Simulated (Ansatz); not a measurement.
**Mg: what symmetry allows forces and stress to be**

```
Mg
1.0
     1.54055    0.88944    7.67878
    -1.54055    0.88944    7.67878
     0.00000   -1.77887    7.67878
Mg
3
Direct
  0.00000 0.00000 0.00000
  0.21398 0.21398 0.21398
  0.78602 0.78602 0.78602
```

Computed with Ansatz, DFT PBE, scalar-relativistic, plane waves, PAW.

Cutoff 420 eV; k points 15×15×15 on the computed 3-atom cell (Γ-centred); Gaussian smearing, width 0.10 eV; no spin polarisation.

This distorted cell has space group R-3m, with 12 operations.

Question: Without a calculation: in which directions can each atom feel a force?

Answer: A force must be left unchanged by every operation that keeps its atom in place, so it lies in the space that those operations leave fixed. Atoms that the group maps onto each other feel forces of one size.
| atom | site symmetry | operations at the site | equivalent to atom | allowed force (Cartesian) |
| --- | --- | --- | --- | --- |
| Mg1 | -3m | 12 | 1 | none |
| Mg2 | 3m | 6 | 2 | along (0.00, 0.00, 1.00) |
| Mg3 | 3m | 6 | 2 | along (0.00, 0.00, 1.00) |

That leaves 1 independent force component of 9. A relaxation in this cell that keeps the symmetry moves the atoms in these directions alone.

Question: And the stress tensor?

Answer: It must be invariant under the point group, which leaves 2 independent components: yz, xz, xy vanish; xx = yy.

Question: Do the computed values obey this?

Answer: Yes. Forces (eV/Å):
```
Mg1  0.000  0.000  0.000
Mg2  0.000  0.000  1.237
Mg3  0.000  0.000 -1.237
```

Stress (GPa, compression positive, xx yy zz yz xz xy): 5.28 5.28 4.78 0.00 0.00 0.00. The program imposes the same operations on density, forces and stress, so this confirms the analysis and is no independent test of the calculation.

This form isn't the element's structure at ambient conditions.